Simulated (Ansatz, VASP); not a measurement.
# Ta: VASP beside Ansatz

Contents of INCAR:

```
  ALGO = Normal
  EDIFF = 1E-6
  ENCUT = 520
  GGA = PE
  ISIF = 2
  ISMEAR = 0
  LASPH = True
  LCHARG = False
  LREAL = False
  LWAVE = False
  NBANDS = 12
  NELM = 80
  PREC = Accurate
  SIGMA = 0.1
```

KPOINTS

```
k-points
0
Gamma
  18 18 18
```

Contents of POSCAR:

```
Ta
1.0
   -1.7129602766      1.7129602766      1.7129602766
    1.7129602766     -1.7129602766      1.7129602766
    1.7129602766      1.7129602766     -1.7129602766
Ta
1
Direct
    0.0000000000      0.0000000000      0.0000000000
```

Input for Ansatz:

```yaml
crystal:
  lattice:
    - [-1.7129602766, 1.7129602766, 1.7129602766]
    - [1.7129602766, -1.7129602766, 1.7129602766]
    - [1.7129602766, 1.7129602766, -1.7129602766]
  atoms:
    - { symbol: Ta, position: [0.0, 0.0, 0.0] }
basis:
  ecutwfc: 420
kpoints:
  mp_grid: { grid: [18, 18, 18] }
hamiltonian:
  xc: pbe
scf:
  occupations: { method: gaussian, width: 0.1 }
output:
  forces: true
  stress: true
  eigenvalues: true
```

Alike in both runs: task single point; functional PBE; k mesh 18 × 18 × 18; occupations gaussian, width 0.1 eV; no spin polarisation.

```csv
,VASP,Ansatz
version,VASP 6.6.1,Ansatz 0.2.0
potentials or method,"VASP PAW PBE potentials, release 64 (Ta_pv)","scalar-relativistic, plane waves, PAW"
plane-wave cutoff (eV),520,420
valence electrons in the cell,11,13
```

```tsv
	VASP	Ansatz	Ansatz less VASP
gap on the k mesh at the Fermi level (eV)	none	none	-
pressure (GPa)	-15.5	-15.5	0.00
```

A gap of «none» marks a metal or a gap that the smearing closes. The functional is the same, so the differences come from potentials, cutoffs and numerics. The two sets of potentials don't hold the same shells in valence.

Caveats: so large a pressure means that the cell lies far from this level's equilibrium, or that cutoff or potentials fall short (VASP). The runs have no spin-orbit coupling, so splittings on Ta are missing.
